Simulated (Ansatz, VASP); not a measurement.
# Si (Si strained to the junction's net): VASP beside Ansatz

One calculation is typed for both programs; each brings its own data sets. How far apart do they land? Of the first pair: The structure shown is the start of the Ansatz relaxation below; VASP solves that cell, so the two are compared at the walk's first step.

Calculated with Ansatz 0.2.0; plane waves, with VASP 6.6.1 beside it; PBE.

### 1. Set-up

The structure is trigonal, space group R-3m (No. 166). Conventional cell: a = 3.882 Å, b = 3.882 Å, c = 9.450 Å, α = 90.00°, β = 90.00°, γ = 120.00°. Nearest to Si lie 4 Si at 2.36 to 2.38 Å.

As a file:

```cif
data_structure
_symmetry_space_group_name_H-M 'P 1'
_symmetry_Int_Tables_number 1
_cell_length_a 3.8820
_cell_length_b 3.8820
_cell_length_c 9.4501
_cell_angle_alpha 90.000
_cell_angle_beta 90.000
_cell_angle_gamma 120.000
_cell_volume 123.33
loop_
_atom_site_label
_atom_site_type_symbol
_atom_site_fract_x
_atom_site_fract_y
_atom_site_fract_z
_atom_site_occupancy
Si1 Si 0.00000 0.00000 0.00000 1
Si2 Si 0.00000 0.00000 0.25000 1
Si3 Si 0.33333 0.66667 0.33333 1
Si4 Si 0.33333 0.66667 0.58333 1
Si5 Si 0.66667 0.33333 0.66667 1
Si6 Si 0.66667 0.33333 0.91667 1
```

### 2. Ansatz: relaxation, PBE

Ansatz runs on its default PAW (the set named soft_2) files.

The two programs are compared at the cell with which this relaxation starts, whose forces are those of its first step.

input.yaml

```yaml
crystal:
  lattice:
    - [3.882, 0.0, 0.0]
    - [-1.941, 3.3619106175, 0.0]
    - [0.0, 0.0, 9.4500970325]
  atoms:
    - { symbol: Si, position: [0.0, 0.0, 0.0] }
    - { symbol: Si, position: [0.0, 0.0, 0.25] }
    - { symbol: Si, position: [0.3333333333, 0.6666666667, 0.3333333333] }
    - { symbol: Si, position: [0.3333333333, 0.6666666667, 0.5833333333] }
    - { symbol: Si, position: [0.6666666667, 0.3333333333, 0.6666666667] }
    - { symbol: Si, position: [0.6666666667, 0.3333333333, 0.9166666667] }
kpoints:
  mp_grid: { grid: [12, 12, 3] }
scf:
  occupations: { method: fermi_dirac, width: 0.1 }
  max_iter: 150
hamiltonian:
  xc: pbe
relax:
  f_tol: 0.01
  max_steps: 40
  cell: { fix: [a, b, angles] }
```

Launch:

```console
> ansatz run input.yaml --threads 4 --pin off --max-ram 16384MiB --backend cpu --events-out ev --progress --plain --runs-dir out
```

Numbers of over 12 decimals in the logs are rounded to 6 here.

The log of the run:

```text
Engine: ansatz 0.2.0, aarch64-unknown-linux-gnu
Pseudopotentials: kind: paw
Pseudopotential: Si, paw, valence charge 4, recommended cutoff 420 eV (normal), Si.paw.azcp
Functional definition: PBE
  parameter kappa = 0.804
  parameter beta = 0.066725
  exchange = pbe_x(kappa = kappa, mu = beta*pi^2/3)
  correlation = pbe_c(beta = beta)
Crystal: 6 atoms, lattice volume = 123.333 Å³
Basis set: ecut = 420 eV, 2467 PW (Γ), exchange–correlation on 54×54×128 points (8 copies of the dense FFT grid, shifted against one another)
Bands: 18, of which v1, the nominal top of the filled ones, is band 12 counted from 1 (11 counted from 0)
Symmetry: 36 space group operations
Space group: R-3m (ITA 166), of the structure as read, at distance tolerance 5.0e-5 Å
k-points: 50 of 432
Non-local potential: Si, projectors of the file, l = 0: 2, l = 1: 2, l = 2: 2
PAW form: soft (Blöchl's): semilocal exchange-correlation on the pseudo side does not see the compensation charge
PAW one-centre angular grid: Si, 110 points (default); XC on 64 Gauss nodes
Initial density: superposition of atomic densities (neutral atoms: chi_scale 0, normalization atom), corrected by the library's trained network
Initial wavefunctions: pseudopotential atomic-orbital guess
Functional: x = pbe(κ = 0.804, μ = 0.219515), c = pbe(β = 0.066725)
SCF iter   1: F=—  HF=-3814.857479 eV  |F-HF|=—  |Δ(HF+E_count)|=         —  Δρ=1.33e-3  dr2=1.50e-3  ethr=1.77e-3  ⟨swp⟩=6.6  Hψ=5621  notcnv=0
preconditioner: auto → Resta (q_TF=auto, 2.077 Å⁻¹)  ε∞=5.4  [insulator: Δε(μ)=0.725 eV  Ē_g=7.813 eV  σ=0.100 eV  W_gap=0.94  n_scr=24 (ndim 8)  ℏωp=16.4 eV  f_vac=0.000  D(μ)=0.04/eV (n_scr^D=0)  ε∞_Penn≈5.4]
SCF iter   2: F=—  HF=-3814.858388 eV  |F-HF|=—  |Δ(HF+E_count)|=   9.09e-4  Δρ=7.17e-4  dr2=4.62e-4  ethr=6.25e-6  ⟨swp⟩=2.2  Hψ=1804  notcnv=0
SCF iter   3: F=—  HF=-3814.858536 eV  |F-HF|=—  |Δ(HF+E_count)|=   1.48e-4  Δρ=8.31e-5  dr2=1.19e-5  ethr=1.93e-6  ⟨swp⟩=2.0  Hψ=1500  notcnv=0
SCF iter   4: F=—  HF=-3814.858549 eV  |F-HF|=—  |Δ(HF+E_count)|=   1.30e-5  Δρ=2.21e-5  dr2=8.99e-7  ethr=4.98e-8  ⟨swp⟩=2.0  Hψ=1500  notcnv=0
iter 5 did not close the SCF: its close was put off for the readings that it lacked (scf_convergence_deferred on its scf_iter line)
SCF iter   5: F=-3814.858550 eV  HF=-3814.858550 eV  |F-HF|=2.78e-8  |Δ(HF+E_count)|=   1.08e-6  Δρ=5.17e-6  dr2=1.83e-8  ethr=3.75e-9  ⟨swp⟩=2.0  Hψ=1499  notcnv=0
SCF iter   6: F=-3814.858550 eV  HF=-3814.858550 eV  |F-HF|=1.22e-10  |Δ(HF+E_count)|=   3.26e-8  Δρ=1.66e-6  dr2=2.29e-9  ethr=7.60e-11  ⟨swp⟩=2.1  Hψ=2998  notcnv=0
SCF 1 converged in 6 iterations: F = -3814.858550 eV  dr2 = 2.29e-9
  greatest PAW one-centre occupation: 0.633 electrons in one spin orbital (limit 2), on the Si atom at site 5 (counted from 0), in its partial waves of l = 0
relax step   1: F+E_penalty+E_count = -3814.85855036 eV  Δ(F+E_penalty+E_count) = +0.000e0 eV  max|allowed force component| = 6.542e-2 eV/Å  Δτ_max = 0.0000 Å  P = -0.405 GPa  Ω = 123.333 Å³  fix = [a, b, alpha, beta, gamma]  reactions: a -0.806, b -0.806 GPa  (6 SCF iters, dr2 threshold 1.00e-7 eV, accepted)
[...]
relax step   2: F+E_penalty+E_count = -3814.85905631 eV  Δ(F+E_penalty+E_count) = -5.060e-4 eV  max|allowed force component| = 1.589e-2 eV/Å  Δτ_max = 0.0017 Å  P = -0.449 GPa  Ω = 123.390 Å³  energy of the carried Pulay correction = -7.619e-6 eV  fix = [a, b, alpha, beta, gamma]  reactions: a -0.748, b -0.748 GPa  (3 SCF iters, dr2 threshold 3.97e-7 eV, accepted)
[...]
relax step   3: F+E_penalty+E_count = -3814.85909507 eV  Δ(F+E_penalty+E_count) = -3.877e-5 eV  max|allowed force component| = 8.319e-4 eV/Å  Δτ_max = 0.0003 Å  P = -0.505 GPa  Ω = 123.468 Å³  energy of the carried Pulay correction = -1.813e-5 eV  fix = [a, b, alpha, beta, gamma]  reactions: a -0.750, b -0.750 GPa  (3 SCF iters, dr2 threshold 5.69e-8 eV, accepted)
[...]
relax step   4: F+E_penalty+E_count = -3814.85911290 eV  Δ(F+E_penalty+E_count) = -1.783e-5 eV  max|allowed force component| = 8.435e-4 eV/Å  Δτ_max = 0.0000 Å  P = -0.505 GPa  Ω = 123.468 Å³  fix = [a, b, alpha, beta, gamma]  reactions: a -0.749, b -0.749 GPa  stress off target by 1.50e-2 GPa on what of the cell is left free  SCF on the basis re-selected at this cell (its energy is not comparable with the rows above)  (4 SCF iters)
basis re-selected at this cell: Δ(F+E_penalty+E_count) = -1.783e-5 eV, ΔP = +0.000 GPa vs the last step (what re-selecting the basis moved, of the pressure what is left beyond the Pulay correction that the steps carried, after the strain that the cell walked since its last selection, with what the two solves' SCF thresholds leave and, on support functions, any second-order correction that the steps lacked; it is no m [...]
SCF converged after 4 iterations
Free energy (F): -3814.859113 eV
Harris-Foulkes:  -3814.859113 eV  (|F-HF|=3.91e-11)
Internal energy: -3814.856924 eV  (E = F + TS)
E sigma→0 (E₀):  -3814.858018 eV
Entropy (-TS):   -0.002189 eV (-0.365 meV/atom)
Fermi energy:    6.268376 eV
--- Per-component energies (eV) ---
  E_band       = 23.011042
  E_kinetic    = 239.839272
  E_local      = -169.479468  (includes V_loc(G=0)·N_el)
  E_nonlocal   = 155.037470
  E_hartree    = 45.726130
  E_xc         = -330.114435
  E_vxc        = -279.128104  (∫ρ·V_xc dr)
  E_paw        = -3076.517531  (= ΣΔE_a)
  E_vpaw       = -14.710486  (= ΣTr[D̂ρ^β])
  E_aug_tail   = 0.000038  (compensation charges beyond the density's cutoff)
  E_ewald      = -679.348399
  E_smearing   = -0.002189  (= −TS)
  E_closure    = 0.000000  (closes the sum)
  Σ components = -3814.859113   (vs F -3814.859113, Δ=0.00e0)
--- Forces (eV/Å), atoms counted from 1 ---
  atom   1  Si    -0.00000000     0.00000000    -0.00084350
  atom   2  Si    -0.00000000    -0.00000000     0.00084350
  atom   3  Si     0.00000000     0.00000000    -0.00084350
  atom   4  Si    -0.00000000    -0.00000000     0.00084350
  atom   5  Si     0.00000000     0.00000000    -0.00084350
  atom   6  Si     0.00000000    -0.00000000     0.00084350
  max |Σ_I F_I| component: 2.47e-17 eV/Å
--- Stress (GPa, compression-positive) ---
       -0.749475       0.000000       0.000000
       -0.000000      -0.749475       0.000000
        0.000000       0.000000      -0.014991
  P = ⅓ Tr σ = -0.5046 GPa (-5.046 kbar)
--- Relaxed structure (3 steps of the walk, 3 accepted, 1 SCFs on fresh bases) ---
  F+E_penalty+E_count = -3814.85911290 eV   max|allowed force component| = 8.435e-4 eV/Å   (the final SCF, on the basis selected at the relaxed cell)
  cell:  # Å, volume = 123.4684 Å³
    - [3.882000, 0, 0]
    - [-1.941000, 3.361911, 0]
    - [0, 0, 9.460500]
  atoms:
    - { symbol: Si, position: [0, 0, -0.000214324] }
    - { symbol: Si, position: [0, 0, 0.250214] }
    - { symbol: Si, position: [0.333333, 0.666667, 0.333119] }
    - { symbol: Si, position: [0.333333, 0.666667, 0.583548] }
    - { symbol: Si, position: [0.666667, 0.333333, 0.666452] }
    - { symbol: Si, position: [0.666667, 0.333333, 0.916881] }
```

### 3. VASP: single point, PBE, start cell, pair 1

The same cell, functional, mesh and smearing now go to VASP, with its own data sets.

Lines of VASP's logs that name or quote its potential files are left out, and so is its time.

INCAR

```
SYSTEM = Si
PREC = Accurate
ENCUT = 400
EDIFF = 1E-06
NELM = 120
ISMEAR = -1
SIGMA = 0.1
LREAL = .FALSE.
ALGO = Normal
GGA = PE
NBANDS = 18
LORBIT = 11
LWAVE = .FALSE.
LCHARG = .FALSE.
ISIF = 2
LASPH = .TRUE.
GGA_COMPAT = .FALSE.
EFERMI = MIDGAP
KPAR = 2
```

POSCAR

```
Si
1.0
    3.8820000000      0.0000000000      0.0000000000
   -1.9410000000      3.3619110000      0.0000000000
    0.0000000000      0.0000000000      9.4500970000
Si
6
Direct
    0.0000000000      0.0000000000      0.0000000000
    0.0000000000      0.0000000000      0.2499999735
    0.3333333333      0.6666666667      0.3333332981
    0.3333333333      0.6666666667      0.5833333774
    0.6666666667      0.3333333333      0.6666667019
    0.6666666667      0.3333333333      0.9166666755
```

KPOINTS

```
Automatic mesh
0
Gamma
12 12 3
0 0 0
```

Potentials, in the order of the species: Si (PBE family, release 64).

Launch:

```console
> mpirun -np 2 vasp_std
```

The log of the run:

```text
[banner, memory and clock lines left out]
running    2 mpi-ranks, on    1 nodes
 distrk:  each k-point on    1 cores,    2 groups
 distr:  one band on    1 cores,    1 groups

 POSCAR found type information on POSCAR Si
 POSCAR found :  1 types and       6 ions
 LDA part: xc-table for (Slater+PW92), standard interpolation
 POSCAR, INCAR and KPOINTS ok, starting setup
 FFT: planning ... GRIDC
 FFT: planning ... GRID_SOFT
 FFT: planning ... GRID
 WAVECAR not read
 entering main loop
       N       E                     dE             d eps       ncg     rms          rms(c)
DAV:   1     0.409872365503E+02    0.40987E+02   -0.79706E+03  1800   0.868E+02
DAV:   2    -0.300757056535E+02   -0.71063E+02   -0.69021E+02  2292   0.136E+02
DAV:   3    -0.330092176334E+02   -0.29335E+01   -0.29116E+01  2464   0.275E+01
DAV:   4    -0.330408993474E+02   -0.31682E-01   -0.31650E-01  2428   0.353E+00
DAV:   5    -0.330414708729E+02   -0.57153E-03   -0.57135E-03  2462   0.423E-01    0.816E+00
DAV:   6    -0.327003105021E+02    0.34116E+00   -0.18012E-01  2130   0.190E+00    0.499E+00
DAV:   7    -0.325429937753E+02    0.15732E+00   -0.38707E-01  2086   0.292E+00    0.284E-01
DAV:   8    -0.325454944964E+02   -0.25007E-02   -0.19107E-02  2182   0.723E-01    0.116E-01
DAV:   9    -0.325462141033E+02   -0.71961E-03   -0.88068E-04  2432   0.182E-01    0.901E-02
DAV:  10    -0.325463769245E+02   -0.16282E-03   -0.24369E-04  2078   0.843E-02    0.236E-02
DAV:  11    -0.325463750384E+02    0.18860E-05   -0.34125E-06  2576   0.105E-02    0.853E-03
DAV:  12    -0.325463766329E+02   -0.15945E-05   -0.20742E-06  1962   0.876E-03    0.196E-03
DAV:  13    -0.325463764410E+02    0.19188E-06   -0.10173E-07  1228   0.191E-03
   1 F= -.32546376E+02 E0= -.32545303E+02  d E =-.214632E-02
```

(Continued in part 2 of 2.)

[Lines on the potential files, build, host, timing and source positions are cut from VASP's logs without a mark.]

[Logs are printed without paths, hosts, clocks, repeated set-up lines and the standing remarks that a program may print on its own settings, such as how far it seeks lower states.]

[Hosts, paths, dates, database ids (printed as entryN), source tags and the programs' standing remarks are cut or masked in the printed files.]
